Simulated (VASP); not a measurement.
# Fe2O3 (Hematite) (R-3c) in VASP: further runs, part 2 of 2

VASP 6.6.1. The steps go on from the part before.

## (3) Single point, PBE, collinear spin, ferromagnetic start

Contents of INCAR:

```
SYSTEM = Fe2O3
PREC = Accurate ; ENCUT = 520
EDIFF = 1E-7 ; ISMEAR = -1
SIGMA = 0.05 ; LREAL = .FALSE.
LASPH = .TRUE. ; NELM = 150
ALGO = Normal ; ISIF = 2
LWAVE = .FALSE. ; LCHARG = .FALSE.
ISPIN = 2 ; MAGMOM = 4.5 4.5 4.5 4.5 0 0 0 0 0 0
LORBIT = 11 ; LMAXMIX = 4
GGA = PE
```

Contents of KPOINTS:

```
Automatic mesh
0
G
  7 7 7
  0 0 0
```

Contents of POSCAR:

```
Fe2O3
1.0
    2.5190000000      1.4543453281      4.5906666667
   -2.5190000000      1.4543453281      4.5906666667
    0.0000000000     -2.9086906562      4.5906666667
Fe O
4 6
Direct
    0.3553000000      0.3553000000      0.3553000000
    0.1447000000      0.1447000000      0.1447000000
    0.6447000000      0.6447000000      0.6447000000
    0.8553000000      0.8553000000      0.8553000000
    0.5559000000      0.2500000000      0.9441000000
    0.2500000000      0.9441000000      0.5559000000
    0.9441000000      0.5559000000      0.2500000000
    0.4441000000      0.7500000000      0.0559000000
    0.7500000000      0.0559000000      0.4441000000
    0.0559000000      0.4441000000      0.7500000000
```

Potentials or basis: VASP PAW PBE potentials, release 64 (Fe, O).

Command:

```console
cat potpaw_PBE.64/Fe/POTCAR potpaw_PBE.64/O/POTCAR > POTCAR
mpirun -np 1 vasp_std > vasp.out
```

OUTCAR:

```text
SYSTEM = Fe2O3
   PREC = Accurate
   ENCUT = 520
   EDIFF = 1E-7
   ISMEAR = -1
   LREAL = .FALSE.
   LASPH = .TRUE.
   NELM = 150
   ISIF = 2
   ISPIN = 2
   LORBIT = 11
   GGA = PE

 ion  position               nearest neighbor table
   1  0.355  0.355  0.355-   9 1.95  10 1.95   8 1.95   7 2.12   5 2.12   6 2.12   2 2.90   3 2.97
                             3 2.97   3 2.97
   2  0.145  0.145  0.145-   8 1.95  10 1.95   9 1.95   7 2.12   5 2.12   6 2.12   1 2.90   4 2.97
                             4 2.97   4 2.97
   3  0.645  0.645  0.645-   6 1.95   7 1.95   5 1.95  10 2.12   9 2.12   8 2.12   4 2.90   1 2.97
                             1 2.97   1 2.97
   4  0.855  0.855  0.855-   5 1.95   7 1.95   6 1.95  10 2.12   9 2.12   8 2.12   3 2.90   2 2.97
                             2 2.97   2 2.97
   5  0.556  0.250  0.944-   4 1.95   3 1.95   1 2.12   2 2.12
   6  0.250  0.944  0.556-   3 1.95   4 1.95   1 2.12   2 2.12
   7  0.944  0.556  0.250-   3 1.95   4 1.95   1 2.12   2 2.12
   8  0.444  0.750  0.056-   2 1.95   1 1.95   3 2.12   4 2.12
   9  0.750  0.056  0.444-   1 1.95   2 1.95   3 2.12   4 2.12
  10  0.056  0.444  0.750-   1 1.95   2 1.95   3 2.12   4 2.12

  LATTYP: Found a trigonal (rhomboedric) cell.
 ALAT       =     5.4345838643
 COS(alpha) =     0.5703114900
[... 2600 lines left out ...]
     0.000000000 -2.908690656  4.590666667     0.000000000 -0.229198201  0.072611095

 POSITION                                       TOTAL-FORCE (eV/Angst)
 -----------------------------------------------------------------------------------
      0.00000      0.00000      4.89319         0.000000      0.000000     -0.915337
      0.00000      0.00000      1.99281         0.000000     -0.000000      0.915337
      0.00000      0.00000      8.87881         0.000000      0.000000      0.915337
      0.00000      0.00000     11.77919         0.000000      0.000000     -0.915337
      0.77056     -1.57404      8.03367         0.064261      0.111303      0.000000
     -1.74844      0.11969      8.03367         0.064261     -0.111303      0.000000
      0.97788      1.45435      8.03367        -0.128521      0.000000      0.000000
     -0.77056      1.57404      5.73833        -0.064261     -0.111303      0.000000
      1.74844     -0.11969      5.73833        -0.064261      0.111303      0.000000
     -0.97788     -1.45435      5.73833         0.128521      0.000000      0.000000
 -----------------------------------------------------------------------------------
    total drift:                               -0.000000      0.000000     -0.000000

  FREE ENERGIE OF THE ION-ELECTRON SYSTEM (eV)
  ---------------------------------------------------
  free  energy   TOTEN  =       -73.6305424549 eV

  energy  without entropy=      -73.5264930519  energy(sigma->0) =      -73.57851775

 total charge

# of ion       s       p       d       tot
------------------------------------------
    1        0.361   0.511   6.013   6.885
    2        0.361   0.511   6.013   6.885
    3        0.361   0.511   6.013   6.885
    4        0.361   0.511   6.013   6.885
    5        1.573   3.402   0.000   4.975
    6        1.573   3.402   0.000   4.975
    7        1.573   3.402   0.000   4.975
    8        1.573   3.402   0.000   4.975
    9        1.573   3.402   0.000   4.975
   10        1.573   3.402   0.000   4.975
--------------------------------------------------
tot         10.879  22.457  24.052  57.387

 magnetization (x)

# of ion       s       p       d       tot
------------------------------------------
    1        0.024   0.035   3.019   3.079
    2        0.024   0.035   3.019   3.079
    3        0.024   0.035   3.019   3.079
    4        0.024   0.035   3.019   3.079
    5        0.020   0.120   0.000   0.140
    6        0.020   0.120   0.000   0.140
    7        0.020   0.120   0.000   0.140
    8        0.020   0.120   0.000   0.140
    9        0.020   0.120   0.000   0.140
   10        0.020   0.120   0.000   0.140
--------------------------------------------------
tot          0.218   0.861  12.078  13.156
```

OSZICAR:

```text
N       E                     dE             d eps       ncg     rms          rms(c)
DAV:   1     0.811679946431E+03    0.81168E+03   -0.31401E+04  8624   0.166E+03
DAV:   2     0.444663160738E+02   -0.76721E+03   -0.69542E+03  9006   0.429E+02
[... 13 lines left out ...]
DAV:  16    -0.736305512509E+02   -0.92970E-06   -0.30776E-04 12463   0.224E-01    0.729E-02
DAV:  17    -0.736305384535E+02    0.12797E-04   -0.63197E-05 13501   0.994E-02    0.292E-02
DAV:  18    -0.736305426602E+02   -0.42067E-05   -0.26067E-05 12093   0.393E-02    0.185E-02
DAV:  19    -0.736305425136E+02    0.14661E-06   -0.70259E-06 13853   0.426E-02    0.643E-03
DAV:  20    -0.736305424977E+02    0.15899E-07   -0.31177E-06 12276   0.111E-02    0.667E-03
DAV:  21    -0.736305424549E+02    0.42796E-07   -0.63597E-07  7866   0.140E-02
   1 F= -.73630542E+02 E0= -.73578518E+02  d E =-.104049E+00  mag=    13.5428
```

Wall time 5.7 min (1 thread of Intel Xeon Platinum 8559C (Emerald Rapids), shared host); peak memory 0.48 GiB.

Results:

| Property | Result |
| --- | --- |
| Free energy | -73.6305 eV |
| Pressure | -4.8 GPa |
| Largest force | 0.915 eV/Å |
| Band gap on the k mesh | none (metal or under the smearing width) |
| Net moment | 13.54 μB per cell |
| Site moments | Fe +3.08; O +0.14 μB |
| Valence electrons inside the program's atomic spheres | Fe 6.88; O 4.97 |

Forces on the atoms (eV/Å):
```
Fe   0.000  0.000 -0.915
Fe   0.000  0.000  0.915
Fe   0.000  0.000  0.915
Fe   0.000  0.000 -0.915
O    0.064  0.111  0.000
O    0.064 -0.111  0.000
O   -0.129  0.000  0.000
O   -0.064 -0.111  0.000
O   -0.064  0.111  0.000
O    0.129  0.000  0.000
```

Stress tensor (GPa, compression positive):
```
-4.79  0.00  0.00
 0.00 -4.79  0.00
 0.00  0.00 -4.96
```

Levels at points of the mesh, in eV from the Fermi level:
Spin up:
```
           k point  band 39  band 40  band 41  band 42  band 43  band 44
(0.00, 0.00, 0.00)    -0.64    -0.64     0.24     0.24     0.79     0.79
```
Spin down:
```
           k point  band 23  band 24  band 25  band 26  band 27  band 28  band 29  band 30  band 31  band 32
(0.00, 0.00, 0.00)    -2.51    -2.46    -0.26    -0.26    -0.19     0.02     0.02     0.05     0.05     0.30
```

Caveat: semilocal functionals often make such compounds metallic where correlation or magnetic order opens a gap, which also shifts bond lengths; only a ferromagnetic start was run, and an antiferromagnetic order may lie lower in energy.

## (4) Single point, PBE, collinear spin, ferromagnetic start

Contents of INCAR:

```
SYSTEM = Fe2O3
PREC = Accurate
ENCUT = 520
EDIFF = 1E-7
ISMEAR = 0
SIGMA = 0.012
LREAL = .False.
LASPH = .True.
NELM = 100
ALGO = Fast
ISIF = 2
LWAVE = .False.
LCHARG = .False.
ISPIN = 2
MAGMOM = 3 3 3 3 0 0 0 0 0 0
LORBIT = 11
LMAXMIX = 4
GGA = PE
NBANDS = 49
```

Contents of KPOINTS:

```
Automatic mesh
0
Gamma
  7 7 7
  0 0 0
```

POSCAR is that of step 3.

Command:

```console
cat potpaw_PBE.64/Fe/POTCAR potpaw_PBE.64/O/POTCAR > POTCAR
mpirun -np 1 vasp_std > vasp.out
```

Run time: 14 min. Hardware: 1 thread of Intel Xeon Platinum 8259CL at 2.50GHz (Skylake/Cascade Lake), shared host; peak memory 0.49 GiB.

The run converged. Its results:

```yaml
Free_energy: -73.5784 eV
Pressure: -4.6 GPa
Largest_force: 0.904 eV/Å
Band_gap_on_the_k_mesh: none (metal or under the smearing width)
Net_moment: 13.69 μB per cell
Site_moments: Fe +3.10; O +0.15 μB
Valence_electrons_inside_the_program's_atomic_spheres: Fe 6.88; O 4.97
```

Forces on the atoms (eV/Å):
```
Fe   0.000  0.000 -0.904
Fe   0.000  0.000  0.904
Fe   0.000  0.000  0.904
Fe   0.000  0.000 -0.904
O    0.063  0.109  0.000
O    0.063 -0.109  0.000
O   -0.126  0.000  0.000
O   -0.063 -0.109  0.000
O   -0.063  0.109  0.000
O    0.126  0.000  0.000
```

Stress tensor (GPa, compression positive):
```
-4.57  0.00  0.00
 0.00 -4.57  0.00
 0.00  0.00 -4.70
```

Levels at points of the mesh, in eV from the Fermi level:
Spin up:
```tsv
k point	band 38	band 39	band 40	band 41	band 42	band 43	band 44	band 45
(0.00, 0.00, 0.00)	-1.06	-0.65	-0.65	0.23	0.23	0.78	0.78	3.87
```
Spin down:
| k point | band 23 | band 24 | band 25 | band 26 | band 27 | band 28 | band 29 | band 30 | band 31 | band 32 |
| --- | --- | --- | --- | --- | --- | --- | --- | --- | --- | --- |
| (0.00, 0.00, 0.00) | -2.50 | -2.45 | -0.26 | -0.26 | -0.18 | 0.03 | 0.03 | 0.06 | 0.06 | 0.31 |

Caveat: semilocal functionals often make such compounds metallic where correlation or magnetic order opens a gap, which also shifts bond lengths; only a ferromagnetic start was run, and an antiferromagnetic order may lie lower in energy. With open d or f shells a metallic result of PBE can be an artefact of self-interaction; +U or a hybrid may open a gap.

## (5) Single point, PBE, collinear spin, ferromagnetic start

Contents of INCAR:

```
SYSTEM = Fe2O3
PREC = Accurate ; ENCUT = 520
EDIFF = 1E-7 ; ISMEAR = 0
SIGMA = 0.012 ; LREAL = .FALSE.
LASPH = .TRUE. ; NELM = 100
ALGO = Normal ; ISIF = 2
LWAVE = .FALSE. ; LCHARG = .FALSE.
ISPIN = 2 ; MAGMOM = 3 3 3 3 0 0 0 0 0 0
LORBIT = 11 ; LMAXMIX = 4
GGA = PE
```

Contents of KPOINTS:

```
regular mesh
0
G
  7 7 7
  0 0 0
```

POSCAR is that of step 4.

Command:

```console
cat potpaw_PBE.64/Fe/POTCAR potpaw_PBE.64/O/POTCAR > POTCAR
mpirun -np 1 vasp_std > vasp.out
```

Run time: 5.6 min. Hardware: 1 thread of Intel Xeon 6975P-C (Granite Rapids), shared host; peak memory 0.47 GiB.

Results (log left out):

* Free energy: -73.5784 eV
* Pressure: -4.6 GPa
* Largest force: 0.904 eV/Å
* Band gap on the k mesh: none (metal or under the smearing width)
* Net moment: 13.69 μB per cell
* Site moments: Fe +3.11; O +0.15 μB
* Valence electrons inside the program's atomic spheres: Fe 6.88; O 4.97

Forces on the atoms (eV/Å):
```
Fe   0.000  0.000 -0.904
Fe   0.000  0.000  0.904
Fe   0.000  0.000  0.904
Fe   0.000  0.000 -0.904
O    0.063  0.109  0.000
O    0.063 -0.109  0.000
O   -0.126  0.000  0.000
O   -0.063 -0.109  0.000
O   -0.063  0.109  0.000
O    0.126  0.000  0.000
```

Stress tensor (GPa, compression positive):
```
-4.56  0.00  0.00
 0.00 -4.56  0.00
 0.00  0.00 -4.69
```

Levels at points of the mesh, in eV from the Fermi level:
Spin up:
| k point | band 38 | band 39 | band 40 | band 41 | band 42 | band 43 | band 44 | band 45 |
| --- | --- | --- | --- | --- | --- | --- | --- | --- |
| (0.00, 0.00, 0.00) | -1.06 | -0.65 | -0.65 | 0.23 | 0.23 | 0.78 | 0.78 | 3.87 |
Spin down:
```
           k point  band 23  band 24  band 25  band 26  band 27  band 28  band 29  band 30  band 31  band 32
(0.00, 0.00, 0.00)    -2.50    -2.45    -0.26    -0.26    -0.18     0.03     0.03     0.06     0.06     0.30
```

Caveat: semilocal functionals often make such compounds metallic where correlation or magnetic order opens a gap, which also shifts bond lengths; only a ferromagnetic start was run, and an antiferromagnetic order may lie lower in energy.

## (6) Summary

```tsv
smearing	further INCAR settings	gap on the mesh (eV)	pressure (GPa)	moment (μB)	largest force (eV/Å)
gaussian 0.011 eV	ALGO = Normal; EDIFF = 1e-06	none	-4.5	13.70	0.90
fermi-dirac 0.05 eV	ALGO = Normal; EDIFF = 1e-07	none	-4.8	13.54	0.92
gaussian 0.012 eV	ALGO = Fast; EDIFF = 1e-07; NBANDS = 49	none	-4.6	13.69	0.90
gaussian 0.012 eV	ALGO = Normal; EDIFF = 1e-07	none	-4.6	13.69	0.90
```

Alike in all rows: task single point; level PBE; potentials or basis VASP PAW PBE potentials, release 64 (Fe, O); spin collinear, ferromagnetic start; cell as given; k mesh 7 × 7 × 7; cutoff (eV) 520.

Every run on the cell as given and a fine mesh finds a metal.

Caveats: semilocal functionals often make such compounds metallic where correlation or magnetic order opens a gap, which also shifts bond lengths; only a ferromagnetic start was run, and an antiferromagnetic order may lie lower in energy.

Absolute energies hang on the potentials; compare differences alone.
